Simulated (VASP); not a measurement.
# Te (P3_121) in VASP: notebook

The runs below take Te through relaxation of shape and atoms at fixed volume, with PBE.

Everything below comes from runs of VASP 6.6.1. Logs are shortened: lines on timing, memory, paths and dates and some standing lists are left out, and cuts for length are marked.

## Step 1: The undisturbed crystal

It takes space group P3_121 (No. 152, trigonal). The conventional cell has a = 4.454 Å, b = 4.454 Å, c = 5.924 Å, α = 90.00°, β = 90.00°, γ = 120.00°. Te (site symmetry 2) is surrounded by 2 Te at 2.86 Å.

## Step 2: Relaxation of shape and atoms at fixed volume, PBE (a relaxed cell with its volume scaled by 1.02)

File INCAR:

```
SYSTEM = Te
PREC = Accurate
ENCUT = 300
EDIFF = 1E-7
ISMEAR = 0
SIGMA = 0.03
LREAL = .False.
LASPH = .True.
NELM = 80
ALGO = Normal
ISIF = 4
LWAVE = .False.
LCHARG = .False.
GGA = PE
IBRION = 2
NSW = 40
EDIFFG = -0.01
```

File KPOINTS:

```
Automatic mesh
0
Gamma
  5 5 3
  0 0 0
```

File POSCAR:

```
Te                                      
1.0
    4.5536284719     -0.0000000000     -0.0000000000
   -2.2768142359      3.9435579361      0.0000000000
   -0.0000000000     -0.0000000000      5.9743968344
  Te            
     3
Direct
     0.2695138748254506    0.0000000000000000    0.3333333332999970
     0.0000000000000000    0.2695138748254506    0.6666666667000030
     0.7304861251745494    0.7304861251745494    1.0000000000000000
```

Potentials or basis: VASP PAW PBE potentials, release 64 (Te).

Started as:

```
> cat potpaw_PBE.64/Te/POTCAR > POTCAR
> mpirun -np 1 vasp_std > vasp.out
```

OUTCAR:

```text
SYSTEM = Te
   PREC = Accurate
   ENCUT = 300
   EDIFF = 1E-7
   ISMEAR = 0
   LREAL = .False.
   LASPH = .True.
   NELM = 80
   ISIF = 4
   GGA = PE
   IBRION = 2
   NSW = 40
   EDIFFG = -0.01

 ion  position               nearest neighbor table
   1  0.270  0.000  0.333-   3 2.91   2 2.91   3 3.53   3 3.53   2 3.53   2 3.53
   2  0.000  0.270  0.667-   3 2.91   1 2.91   3 3.53   3 3.53   1 3.53   1 3.53
   3  0.730  0.730  0.000-   1 2.91   2 2.91   1 3.53   2 3.53   2 3.53   1 3.53

  LATTYP: Found a hexagonal cell.
 ALAT       =     4.5536284719
 C/A-ratio  =     1.3120079671

  Lattice vectors:

 A1 = (   4.5536284719,   0.0000000000,   0.0000000000)
 A2 = (  -2.2768142359,   3.9435579361,   0.0000000000)
 A3 = (   0.0000000000,   0.0000000000,   5.9743968344)

Analysis of symmetry for initial positions (statically):
=====================================================================
 Subroutine PRICEL returns:
 Original cell was already a primitive cell.

 Routine SETGRP: Setting up the symmetry group for a
 hexagonal supercell.

 Subroutine GETGRP returns: Found  6 space group operations
 (whereof  2 operations were pure point group operations)
 out of a pool of 24 trial point group operations.

The static configuration has the point symmetry C_2 .
 The point group associated with its full space group is D_3 .

Analysis of symmetry for dynamics (positions and initial velocities):
=====================================================================
 Subroutine PRICEL returns:
 Original cell was already a primitive cell.

 Routine SETGRP: Setting up the symmetry group for a
 hexagonal supercell.

 Subroutine GETGRP returns: Found  6 space group operations
 (whereof  2 operations were pure point group operations)
 out of a pool of 24 trial point group operations.

The dynamic configuration has the point symmetry C_2 .
 The point group associated with its full space group is D_3 .

 Subroutine INISYM returns: Found  6 space group operations
 (whereof  2 operations are pure point group operations),
 and found     1 'primitive' translations

----------------------------------------------------------------------------------------

                                     Primitive cell

  volume of cell :     107.2852

  direct lattice vectors                    reciprocal lattice vectors
     4.553628472  0.000000000  0.000000000     0.219605092  0.126789059  0.000000000
    -2.276814236  3.943557936  0.000000000     0.000000000  0.253578118  0.000000000
     0.000000000  0.000000000  5.974396834     0.000000000  0.000000000  0.167380914

  length of vectors
     4.553628472  4.553628472  5.974396834     0.253578118  0.253578118  0.167380914

  position of ions in fractional coordinates (direct lattice)
     0.269513875  0.000000000  0.333333333
     0.000000000  0.269513875  0.666666667
     0.730486125  0.730486125  0.000000000

  ion indices of the primitive-cell ions
   primitive index   ion index
                 1           1
                 2           2
                 3           3

----------------------------------------------------------------------------------------

 KPOINTS: Automatic mesh

Automatic generation of k-mesh.
 Grid dimensions read from file:
 generate k-points for:    5    5    3

 Generating k-lattice:

  Cartesian coordinates                     Fractional coordinates (reciprocal lattice)
     0.043921018  0.025357812  0.000000000     0.200000000  0.000000000  0.000000000
     0.000000000  0.050715624  0.000000000     0.000000000  0.200000000  0.000000000
     0.000000000  0.000000000  0.055793638     0.000000000  0.000000000  0.333333333

  Length of vectors
     0.050715624  0.050715624  0.055793638

  Shift w.r.t. Gamma in fractional coordinates (k-lattice)
     0.000000000  0.000000000  0.000000000

 Subroutine IBZKPT returns following result:
 ===========================================

 Found     12 irreducible k-points:

 Following reciprocal coordinates:
            Coordinates               Weight
  0.000000  0.000000  0.000000      1.000000
  0.200000  0.000000  0.000000      6.000000
  0.400000  0.000000  0.000000      6.000000
  0.200000  0.200000  0.000000      6.000000
  0.400000  0.200000  0.000000      6.000000
  0.000000  0.000000  0.333333      2.000000
  0.200000  0.000000  0.333333      6.000000
  0.000000  0.200000  0.333333      6.000000
  0.400000  0.000000  0.333333      6.000000
  0.000000  0.400000  0.333333      6.000000
  0.200000  0.200000  0.333333     12.000000
  0.400000  0.200000  0.333333     12.000000
   k-points           NKPTS =     12   k-points in BZ     NKDIM =     12   number of bands    NBANDS=     13
   number of dos      NEDOS =    301   number of ions     NIONS =      3
   total plane-waves  NPLWV =  28224
   dimension x,y,z NGX =    28 NGY =   28 NGZ =   36
   dimension x,y,z NGXF=    56 NGYF=   56 NGZF=   72
   ions per type =               3
   NGX,Y,Z   is equivalent  to a cutoff of  10.22, 10.22, 10.02 a.u.
   NGXF,Y,Z  is equivalent  to a cutoff of  20.44, 20.44, 20.04 a.u.
 SYSTEM =  Te
   PREC   = accura    normal or accurate (medium, high low for compatibility)
   ISTART =      0    job   : 0-new  1-cont  2-samecut
   ICHARG =      2    charge: 1-file 2-atom 10-const
   ISPIN  =      1    spin polarized calculation?
   LNONCOLLINEAR =      F non collinear calculations
   LSORBIT =      F    spin-orbit coupling
   LASPH  =      T    aspherical Exc in radial PAW
   ENCUT  =  300.0 eV  22.05 Ry    4.70 a.u.   6.43  6.43  8.44*2*pi/ulx,y,z
   NELM   =     80;   NELMIN=  2; NELMDL= -5     # of ELM steps
   EDIFF  = 0.1E-06   stopping-criterion for ELM
   LREAL  =      F    real-space projection
   EDIFFG = -.1E-01   stopping-criterion for IOM
   NSW    =     40    number of steps for IOM
   IBRION =      2    ionic relax: 0-MD 1-quasi-New 2-CG
   NFREE  =      1    steps in history (QN), initial steepest desc. (CG)
   ISIF   =      4    stress and relaxation
   ISYM   =      2    0-nonsym 1-usesym 2-fastsym
   POTIM  = 0.5000    time-step for ionic-motion
   TEBEG  =    0.0;   TEEND  =   0.0 temperature during run
   PSTRESS=    0.0 pullay stress
   NELECT =      18.0000    total number of electrons
   NUPDOWN=      -1.0000    fix difference up-down
   EMIN   =  10.00;   EMAX   =-10.00  energy-range for DOS
   EFERMI =   0.00;   METHOD = LEGACY
   ISMEAR =     0;   SIGMA  =   0.03  broadening in eV -4-tet -1-fermi 0-gaus
   EFERMI_NEDOS =   21; number of points for ismear=-14 and -15
   IALGO  =     38    algorithm
   IMIX   =      4    mixing-type and parameters
     AMIX     =   0.40;   BMIX     =  1.00
     AMIX_MAG =   1.60;   BMIX_MAG =  1.00
  volume/ion in A,a.u.               =      35.76       241.33
  Fermi-wavevector in a.u.,A,eV,Ry     =   0.902926  1.706284 11.092506  0.815276
  Thomas-Fermi vector in A             =   2.026190
   LORBIT       =      0    0 simple, 1 ext, 2 COOP (PROOUT), +10 PAW based schemes
   GGA     = PE    functional components
   LHFCALC =     F    Hartree Fock is set to
   AEXX    =    0.0000 exact exchange contribution
   IVDW    =     0    specifies the selected vdW correction
   LEPSILON=     F    determine dielectric tensor
   LRPA    =     F    only Hartree local field effects (RPA)
 conjugate gradient relaxation of ions
 non-spin polarized calculation
 Gauss-broadening in eV      SIGMA  =   0.03
  energy-cutoff  :      300.00
  volume of cell :      107.29
 maximum number of plane-waves:      1289
 NGX is ok and might be reduce to    28
   NGX = 13   NGY = 13   NGZ = 17

--------------------------------------- Ionic step        1  -------------------------------------------

 number of electron      17.9999997 magnetization

 Free energy of the ion-electron system (eV)
  ---------------------------------------------------
  ext. energy  EPLUGINS =         0.00000000
  ---------------------------------------------------
  free energy    TOTEN  =        -9.42258093 eV

  energy without entropy =       -9.42258093  energy(sigma->0) =       -9.42258093

------------------------ aborting loop because EDIFF is reached ----------------------------------------

  FORCE on cell =-STRESS in cart. coord.  units (eV):
  Direction    XX          YY          ZZ          XY          YZ          ZX
  --------------------------------------------------------------------------------------
  -------------------------------------------------------------------------------------
  Total       -0.4840917     -0.4840917     -0.7119969     -0.0000000      0.0000000      0.0000000
  in kB       -7.2293348     -7.2293348    -10.6328277     -0.0000000      0.0000000      0.0000000
  external PRESSURE =      -8.3638324 kB  Pullay stress =       0.0000000 kB
[... 96 lines left out ...]
  energy  without entropy=       -9.4260986147  energy(sigma->0) =       -9.42609861

--------------------------------------- Ionic step        4  -------------------------------------------

 number of electron      18.0000001 magnetization

 Free energy of the ion-electron system (eV)
  ---------------------------------------------------
  ext. energy  EPLUGINS =         0.00000000
  ---------------------------------------------------
  free energy    TOTEN  =        -9.42624390 eV

  energy without entropy =       -9.42624390  energy(sigma->0) =       -9.42624390

 E-fermi :   5.1183     XC(G=0):  -8.8306

 val. band max:        4.9456441744   @ k =   0.4000   0.2000   0.3333
 cond. band min:       5.8451352095   @ k =   0.0000   0.0000   0.3333
 fundamental gap:      0.8994910351
 Fermi energy:         5.1183132046

 k-point     1 :       0.0000    0.0000    0.0000
  band No.  band energies     occupation
      1      -7.9827      2.00000
      2      -4.8419      2.00000
      3      -4.8419      2.00000
      4       2.3012      2.00000
      5       2.5545      2.00000
      6       2.5545      2.00000
      7       3.6994      2.00000
      8       3.6994      2.00000
      9       4.5409      2.00000
     10       6.3156      0.00000
     11       6.3156      0.00000
     12       6.8055      0.00000
     13      10.3886      0.00000
[... 204 lines left out ...]
  FREE ENERGIE OF THE ION-ELECTRON SYSTEM (eV)
  ---------------------------------------------------
  free  energy   TOTEN  =        -9.4262439038 eV

  energy  without entropy=       -9.4262439038  energy(sigma->0) =       -9.42624390

 reached required accuracy - stopping structural energy minimisation
```

Wall time 14 s (1 thread of Intel Xeon 6975P-C (Granite Rapids), shared host); peak memory 0.16 GiB.

Results:

```yaml
Free_energy: -9.4262 eV
Energy_gained_by_relaxing: 1.2 meV/atom
Ionic_steps: 4
Pressure_after_relaxing: -0.3 GPa
Largest_force_after_relaxing: 0.004 eV/Å
Band_gap_on_the_k_mesh: 0.90 eV, indirect (least direct gap 1.27 eV)
```

Forces on the atoms (eV/Å):
```
Te  -0.004  0.000  0.000
Te   0.002 -0.004  0.000
Te   0.002  0.004  0.000
```

The path:
| step | energy change (eV) | largest force (eV/Å) | pressure (GPa) |
| --- | --- | --- | --- |
| 1 | 0.0000 | 0.1009 | -0.84 |
| 2 | -0.0018 | 0.0751 | -0.69 |
| 3 | -0.0035 | 0.0247 | -0.41 |
| 4 | -0.0037 | 0.0041 | -0.29 |

Final structure:
```
CELL_PARAMETERS angstrom
4.57329 0.00000 0.00000
-2.28664 3.96058 0.00000
0.00000 0.00000 5.92315
ATOMIC_POSITIONS crystal
Te 0.26576 0.00000 0.33333
Te 0.00000 0.26576 0.66667
Te 0.73424 0.73424 0.00000
```

Levels at points of the mesh, in eV from the valence-band top:
| k point | band 6 | band 7 | band 8 | band 9 | band 10 | band 11 | band 12 | band 13 |
| --- | --- | --- | --- | --- | --- | --- | --- | --- |
| (0.00, 0.00, 0.00) | -2.39 | -1.25 | -1.25 | -0.40 | 1.37 | 1.37 | 1.86 | 5.44 |

Caveat: spin-orbit coupling is left out, which moves the levels of the heavy elements; an odd mesh through Γ misses points on the zone boundary, where band edges often lie.

(Part 1 of 2 ends here.)
